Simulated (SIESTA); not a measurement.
# BN under changes of volume

One of the cells (6.649 Å³/atom); the others are scaled copies at fixed shape and fractional positions:

```
N B
1.0
     4.84734    0.00000    0.00000
     0.00000    2.57407    0.00000
     0.00000    0.00000    4.26324
N B
4 4
Cartesian
  1.5566 1.9306 0.4540
  3.2907 0.6435 3.8093
  0.8670 0.6435 2.5856
  3.9803 1.9306 1.6776
  1.6501 0.6435 3.8672
  0.7736 1.9306 1.7355
  4.0738 0.6435 2.5277
  3.1972 1.9306 0.3961
```

Measurements of this composition are mostly on another form, of space group No. 194.

| Property | Result |
| --- | --- |
| Program | SIESTA 5.4.2 |
| Functional | LDA |
| Potentials or basis | PseudoDojo 0.4 standard (LDA files) |
| Basis | DZP (energy shift 0.003 Ry) |
| Grid cutoff | 800 Ry |
| Energy shift | 0.003 Ry |
| k mesh | 4 × 8 × 4 |
| Occupations | fermi-dirac, width 0.05 eV |
| Spin | no spin polarisation |

```csv
volume (Å³/atom),energy over the lowest point (meV/atom),pressure (GPa),gap on the mesh (eV),largest force (eV/Å)
6.378,9.20,13.3,5.96,0.108
6.514,1.37,5.3,5.89,0.049
6.649,0.00,-1.9,5.83,0.120
6.785,4.49,-8.5,5.76,0.209
6.921,?,?,?,?
```

Q: What does the run at 6.921 Å³/atom give?

A: Energy over the lowest point 14.31 meV/atom; pressure -14.5 GPa; gap on the mesh 5.70 eV; largest force 0.295 eV/Å.

Worked out: A Birch-Murnaghan fit of order 2 (a polynomial in V^(-2/3)) to the other rows has its minimum at 6.61 Å³/atom with B0 = V·E''(V) = 345 GPa at fixed shape and positions, which overstates the stiffness. It gives 14.26 meV/atom at 6.921 Å³/atom, against the run's 14.31, and -dE/dV = -14.4 GPa, against -14.5. A straight line through the other rows of the gap, of slope -3.2 eV per unit of ln V, extrapolates to 5.70 eV, against the run's 5.70.

Energies are extrapolated to zero smearing.

Caveats: the basis of atomic orbitals isn't converged, which shifts pressures, moduli and gaps.

A mesh can miss the band edges.
